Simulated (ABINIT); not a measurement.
# Al (Fm-3m) in ABINIT: notebook, part 2 of 2

ABINIT 10.8.3 (patched build).

### Step 5. Band structure, PBE

Input file run.abi:

```
ndtset 2

pp_dirpath "./"
pseudos "Al.GGA_PBE-JTH.xml"

acell 5.4112434042 5.4112434042 5.4112434042
rprim
     0.0000000000     0.7071067812     0.7071067812
     0.7071067812     0.0000000000     0.7071067812
     0.7071067812     0.7071067812     0.0000000000
ntypat 1
znucl 13
natom 1
typat 1
xred
     0.0000000000     0.0000000000     0.0000000000

ecut 20.0
pawecutdg 40.0

ixc 11

occopt 3
tsmear 0.00183747

nstep 100

iomode 3
prtwf 0
prteig 0
prtebands 0
enunit 2
prtden1 1

kptopt1 1
ngkpt1 11 11 11
nshiftk1 1
shiftk1 0.0 0.0 0.0
nband1 6
tolvrs1 1.0e-9

iscf2 -2
getden2 1
nband2 10
nbdbuf2 2
tolwfr2 1.0e-12
kptopt2 -9
ndivsm2 8
prteig2 1
prtvol2 -3
kptbounds2
     0.0000000000     0.0000000000     0.0000000000
     0.5000000000     0.0000000000     0.5000000000
     0.5000000000     0.2500000000     0.7500000000
     0.3750000000     0.3750000000     0.7500000000
     0.0000000000     0.0000000000     0.0000000000
     0.5000000000     0.5000000000     0.5000000000
     0.6250000000     0.2500000000     0.6250000000
     0.5000000000     0.2500000000     0.7500000000
     0.5000000000     0.5000000000     0.5000000000
     0.3750000000     0.3750000000     0.7500000000
```

Potentials or basis: JTH PAW PBE v2.0.

Started as:

```sh
abinit run.abi > log 2>&1
```

run.abo:

```text
.Version 10.8.3 of ABINIT
 DATASET    1 : space group Fm -3 m (#225); Bravais cF (face-center cubic)
================================================================================
 Values of the parameters that define the memory need for DATASET  1.
     intxc =       0    ionmov =       0      iscf =      17    lmnmax =       8
     lnmax =       4     mgfft =      24  mpssoang =       2    mqgrid =    3001
     natom =       1  nloc_mem =       2    nspden =       1   nspinor =       1
    nsppol =       1      nsym =      48    n1xccc =       1    ntypat =       1
    occopt =       3   xclevel =       2
       mpw =         495          nfft =       13824          nkpt =          56
 PAW method is used; the additional fine FFT grid is defined by:
   mgfftf=        32    nfftf =     32768
================================================================================
================================================================================

 DATASET    2 : space group Fm -3 m (#225); Bravais cF (face-center cubic)
================================================================================
 Values of the parameters that define the memory need for DATASET  2.
     intxc =       0    ionmov =       0      iscf =      -2    lmnmax =       8
     lnmax =       4     mgfft =      24  mpssoang =       2    mqgrid =    3001
     natom =       1  nloc_mem =       2    nspden =       1   nspinor =       1
    nsppol =       1      nsym =      48    n1xccc =       1    ntypat =       1
    occopt =       3   xclevel =       2
       mpw =         515          nfft =       13824          nkpt =         139
 PAW method is used; the additional fine FFT grid is defined by:
   mgfftf=        32    nfftf =     32768
================================================================================
================================================================================

--------------------------------------------------------------------------------
------------- Echo of variables that govern the present computation ------------
--------------------------------------------------------------------------------
 -outvars: echo values of preprocessed input variables --------
            acell      5.4112434042E+00  5.4112434042E+00  5.4112434042E+00 Bohr
              amu      2.69815390E+01
             ecut      2.00000000E+01 Hartree
           enunit           2
           getden1          0
           getden2          1
             iscf1         17
             iscf2         -2
              ixc          11
           jdtset        1    2
           kptopt1          1
           kptopt2         -9
         kptrlatt       11    0    0      0   11    0      0    0   11
          kptrlen1     5.95236774E+01
          kptrlen2     3.00000000E+01
            natom           1
            nband1          6
            nband2         10
           nbdbuf1          0
           nbdbuf2          2
           ndtset           2
           ndivsm1          0
           ndivsm2          8
            ngfft          24      24      24
          ngfftdg          32      32      32
             nkpt1         56
             nkpt2        139
            nstep         100
             nsym          48
           ntypat           1
           occopt           3
        pawecutdg      4.00000000E+01 Hartree
         pawxcdev           0
        prtebands           0
           prteig1          0
           prteig2          1
           prtvol1          0
           prtvol2         -3
            prtwf           0
            rprim      0.0000000000E+00  7.0710678120E-01  7.0710678120E-01
                       7.0710678120E-01  0.0000000000E+00  7.0710678120E-01
                       7.0710678120E-01  7.0710678120E-01  0.0000000000E+00
[... 961 lines left out ...]
pressure_GPa: null
xred      :
- [  0.0000E+00,   0.0000E+00,   0.0000E+00, Al]
cartesian_forces: null
force_length_stats: {min: null, max: null, mean: null, }
...

 Integrated electronic density in atomic spheres:
 ------------------------------------------------
 Atom  Sphere_radius  Integrated_density
    1        1.90363          0.73212811

================================================================================

 ----iterations are completed or convergence reached----

 Mean square residual over all n,k,spin=   35.545E-14; max=  99.690E-14
 reduced coordinates (array xred) for    1 atoms
       0.000000000000      0.000000000000      0.000000000000

 cartesian coordinates (angstrom) at end:
    1      0.00000000000000     0.00000000000000     0.00000000000000
 length scales=  5.411243404200  5.411243404200  5.411243404200 bohr
              =  2.863506690209  2.863506690209  2.863506690209 angstroms
 Eigenvalues (hartree) for nkpt= 139  k points:
 kpt#   1, nband= 10, wtk=  1.00000, kpt=  0.0000  0.0000  0.0000 (reduced coord)
  -0.08580    0.78442    0.78442    0.78442    0.83675    0.83675    0.83675    0.92536
   1.03236    1.03236
 kpt#   2, nband= 10, wtk=  1.00000, kpt=  0.0217  0.0000  0.0217 (reduced coord)
  -0.08517    0.77537    0.77537    0.77931    0.83518    0.84676    0.84676    0.93175
   1.02381    1.03295
 kpt#   3, nband= 10, wtk=  1.00000, kpt=  0.0435  0.0000  0.0435 (reduced coord)
  -0.08329    0.75730    0.75730    0.76609    0.83063    0.86760    0.86760    0.94875
   1.00022    1.03476
 kpt#   4, nband= 10, wtk=  1.00000, kpt=  0.0652  0.0000  0.0652 (reduced coord)
  -0.08016    0.73743    0.73743    0.74847    0.82348    0.89199    0.89199    0.96706
   0.97262    1.03764
 kpt#   5, nband= 10, wtk=  1.00000, kpt=  0.0870  0.0000  0.0870 (reduced coord)
  -0.07578    0.71764    0.71764    0.72905    0.81426    0.91804    0.91804    0.92903
   1.00082    1.04174
 kpt#   6, nband= 10, wtk=  1.00000, kpt=  0.1087  0.0000  0.1087 (reduced coord)
  -0.07015    0.69845    0.69845    0.70915    0.80349    0.88872    0.94509    0.94509
[... 385 lines left out ...]
 kpt# 135, nband= 10, wtk=  1.00000, kpt=  0.4107  0.4107  0.6786 (reduced coord)
   0.21244    0.22178    0.40353    0.59091    0.65552    0.99250    0.99801    1.09754
   1.15220    1.24821
 kpt# 136, nband= 10, wtk=  1.00000, kpt=  0.4018  0.4018  0.6964 (reduced coord)
   0.22451    0.23381    0.37299    0.58202    0.64559    0.96893    1.02907    1.11701
   1.14453    1.28237
 kpt# 137, nband= 10, wtk=  1.00000, kpt=  0.3929  0.3929  0.7143 (reduced coord)
   0.23733    0.24635    0.34454    0.57422    0.63672    0.94426    1.06071    1.13625
   1.13773    1.30868
 kpt# 138, nband= 10, wtk=  1.00000, kpt=  0.3839  0.3839  0.7321 (reduced coord)
   0.24945    0.25886    0.32018    0.56750    0.62895    0.91962    1.09244    1.13221
   1.15355    1.32850
 kpt# 139, nband= 10, wtk=  1.00000, kpt=  0.3750  0.3750  0.7500 (reduced coord)
   0.25297    0.27229    0.30687    0.56188    0.62227    0.89545    1.11858    1.13339
   1.16801    1.34477
 Eigenvalues (   eV  ) for nkpt= 139  k points:
 kpt#   1, nband= 10, wtk=  1.00000, kpt=  0.0000  0.0000  0.0000 (reduced coord)
  -2.33478   21.34509   21.34509   21.34509   22.76899   22.76899   22.76899   25.18044
  28.09185   28.09185
 kpt#   2, nband= 10, wtk=  1.00000, kpt=  0.0217  0.0000  0.0217 (reduced coord)
  -2.31771   21.09889   21.09889   21.20599   22.72649   23.04151   23.04151   25.35425
  27.85929   28.10787
 kpt#   3, nband= 10, wtk=  1.00000, kpt=  0.0435  0.0000  0.0435 (reduced coord)
  -2.26654   20.60718   20.60718   20.84634   22.60268   23.60848   23.60848   25.81679
  27.21729   28.15720
 kpt#   4, nband= 10, wtk=  1.00000, kpt=  0.0652  0.0000  0.0652 (reduced coord)
  -2.18130   20.06652   20.06652   20.36694   22.40817   24.27233   24.27233   26.31513
  26.46631   28.23574
 kpt#   5, nband= 10, wtk=  1.00000, kpt=  0.0870  0.0000  0.0870 (reduced coord)
  -2.06204   19.52786   19.52786   19.83850   22.15707   24.98111   24.98111   25.28032
  27.23376   28.34707
 kpt#   6, nband= 10, wtk=  1.00000, kpt=  0.1087  0.0000  0.1087 (reduced coord)
  -1.90885   19.00592   19.00592   19.29682   21.86408   24.18338   25.71722   25.71722
[... 386 lines left out ...]
   5.78073    6.03495   10.98074   16.07958   17.83762   27.00733   27.15717   29.86561
  31.35282   33.96541
 kpt# 136, nband= 10, wtk=  1.00000, kpt=  0.4018  0.4018  0.6964 (reduced coord)
   6.10921    6.36228   10.14959   15.83760   17.56748   26.36604   28.00241   30.39532
  31.14418   34.89504
 kpt# 137, nband= 10, wtk=  1.00000, kpt=  0.3929  0.3929  0.7143 (reduced coord)
   6.45819    6.70355    9.37529   15.62527   17.32615   25.69473   28.86337   30.91890
  30.95911   35.61097
 kpt# 138, nband= 10, wtk=  1.00000, kpt=  0.3839  0.3839  0.7321 (reduced coord)
   6.78802    7.04391    8.71256   15.44260   17.11456   25.02425   29.72693   30.80914
  31.38983   36.15022
 kpt# 139, nband= 10, wtk=  1.00000, kpt=  0.3750  0.3750  0.7500 (reduced coord)
   6.88356    7.40927    8.35041   15.28949   16.93289   24.36640   30.43804   30.84115
  31.78330   36.59296

== END DATASET(S) ==============================================================
================================================================================

 -outvars: echo values of variables after computation  --------
            acell      5.4112434042E+00  5.4112434042E+00  5.4112434042E+00 Bohr
           etotal1    -2.1055175096E+00
            fcart1    -0.0000000000E+00 -0.0000000000E+00 -0.0000000000E+00
            rprim      0.0000000000E+00  7.0710678120E-01  7.0710678120E-01
                       7.0710678120E-01  0.0000000000E+00  7.0710678120E-01
                       7.0710678120E-01  7.0710678120E-01  0.0000000000E+00
           strten1     1.8715509415E-05  1.8715509415E-05  1.8715509415E-05
                       0.0000000000E+00  0.0000000000E+00  0.0000000000E+00
 Calculation completed.
```

Run time: 12 s. Hardware: 1 thread of Arm Neoverse V1, shared host; peak memory 0.11 GiB.

What came out:

```
Free energy                                           : -57.2941 eV
Pressure                                              : -0.6 GPa
Band gap on the k mesh                                : none (metal or under the smearing width)
Valence electrons inside the program's atomic spheres : Al 0.73 (radii [1.0074] Å)
```

Levels at the corners of the path, in eV from the Fermi level:
```csv
point,band 1,band 2,band 3,band 4,band 5,band 6,band 7
Γ,-11.11,12.57,12.57,12.57,14.00,14.00,14.00
X,-2.92,-1.61,5.25,5.55,5.55,8.99,25.24
W,-0.85,-0.85,0.17,1.06,15.75,15.75,16.26
K,-1.89,-1.36,-0.42,6.52,8.16,15.59,21.67
Γ,-11.11,12.57,12.57,12.57,14.00,14.00,14.00
L,-4.58,-4.38,11.32,11.32,11.42,11.42,15.07
U,-1.89,-1.36,-0.42,6.52,8.16,15.59,21.67
W,-0.85,-0.85,0.17,1.06,15.75,15.75,16.26
L,-4.58,-4.38,11.32,11.32,11.42,11.42,15.07
K,-1.89,-1.36,-0.42,6.52,8.16,15.59,21.67
```

### Step 6. Equation of state, SOGGA

Input file run.abi:

```
# Datasets: one volume each
ndtset 7
getwfk -1
scalecart1 3*0.9795861087
scalecart2 3*0.9864848297
scalecart3 3*0.9932883884
scalecart4 3*1.0000000000
scalecart5 3*1.0066227096
scalecart6 3*1.0131594038
scalecart7 3*1.0196128224

# Pseudopotentials
pp_dirpath "./"
pseudos "Al.GGA_PBE-JTH.xml"

# Structure
acell 2.8635066922 2.8635066922 2.8635066922 Angstrom
rprim
     0.0000000000     0.7071067812     0.7071067812
     0.7071067812     0.0000000000     0.7071067812
     0.7071067812     0.7071067812     0.0000000000
ntypat 1
znucl 13
natom 1
typat 1
xred
     0.0000000000     0.0000000000     0.0000000000

# Plane-wave basis
ecut 544.227725 eV
pawecutdg 40.0

# k points
kptopt 1
ngkpt 11 11 11
nshiftk 1
shiftk 0.0 0.0 0.0

# Exchange and correlation
ixc -150130

# Bands and occupations
nband 6
occopt 3
tsmear 0.00183747

# SCF cycle
nstep 100
tolvrs 1.0e-9

# Output
iomode 3
prtwf 1
prtden 0
prteig 0
prtebands 0
```

Potentials or basis: JTH PAW PBE v2.0.

Started as:

```sh
abinit run.abi > log 2>&1
```

Wall time 31 s (1 thread of Arm Neoverse V1, shared host); peak memory 0.11 GiB.

It converged, with:

```
Equilibrium volume                      : 16.11 Å³/atom
Bulk modulus                            : 88 GPa
Pressure derivative of the bulk modulus : 4.3
```

Energy against volume, from the lowest point:
```tsv
volume (Å³/atom)	energy (meV/atom)
15.607	4.09
15.939	0.06
16.271	0.00
16.603	3.51
16.935	10.21
17.267	19.79
17.599	31.91
```

Caveat: pressures at fixed basis lie under the slope of the energies; the PAW data sets were made with another functional, which shifts forces and pressure a little.

### Step 7. The reference run

An earlier run on the cell as given: functional PBE; potentials or basis JTH PAW PBE v2.0; cutoff 544 eV; k mesh 11 × 11 × 11; occupations fermi-dirac, width 0.05 eV; no spin polarisation.

* Pressure: -0.6 GPa
* Band gap on the k mesh: none (metal or under the smearing width)
* Valence electrons inside the program's atomic spheres: Al 0.73 (radii [1.0074] Å)

### Step 8. The runs side by side

| task | level | potentials or basis | cutoff (eV) | fine-grid cutoff | gap on the mesh (eV) | pressure (GPa) | V0 of scaled cells (Å³/atom) | B0 (GPa) |
| --- | --- | --- | --- | --- | --- | --- | --- | --- |
| equation of state | LDA | PseudoDojo NC SR LDA v0.4 stringent | 599 | - | - | - | 15.77 | 85 |
| band structure | OLYP | JTH PAW PBE v2.0 | 544 | 1088.46 eV | none | -2.3 | - | - |
| band structure | r2SCAN | JTH PAW PBE v2.0 | 653 | 1251.72 eV | none | -2.9 | - | - |
| band structure | PBE | JTH PAW PBE v2.0 | 544 | 1088.46 eV | none | -0.6 | - | - |
| equation of state | SOGGA | JTH PAW PBE v2.0 | 544 | 1088.46 eV | - | - | 16.11 | 88 |
| single point | PBE | JTH PAW PBE v2.0 | 544 | 1088.46 eV | none | -0.6 | - | - |

Alike in all rows: no spin polarisation; cell as given; k mesh 11 × 11 × 11; smearing fermi-dirac 0.05 eV.

Caveats: the PAW data sets were made with another functional, which shifts forces and pressure a little (some runs); pressures at fixed basis lie under the slope of the energies (some runs); totals of a meta-GGA on PAW files have another zero than those of a GGA (some runs).

Total energies depend on the potentials used, so only differences within one code and one set of settings carry meaning.

### Step 9. Against experiment

Step 2. Measured bulk modulus of Al: 76.9 GPa (quoted in “The interpretation of polycrystalline coherent inelastic neutron scattering from aluminium”, 2013, pmc:3831299). This calculation gives 85 GPa (+10.8 %). The fit is for a static lattice scaled at fixed shape and fixed fractional positions. The cell as given is a measured one (16.60 Å³/atom); LDA puts the equilibrium volume -5.0 % from it, thermal expansion not counted.

Step 6. A measured bulk modulus of Al is 76.9 GPa (quoted in “The interpretation of polycrystalline coherent inelastic neutron scattering from aluminium”, 2013, pmc:3831299); the calculated 88 GPa misses it by +14.3 %. The fit is for a static lattice scaled at fixed shape and fixed fractional positions. The cell as given is a measured one (16.60 Å³/atom); SOGGA puts the equilibrium volume -3.0 % from it, thermal expansion not counted.
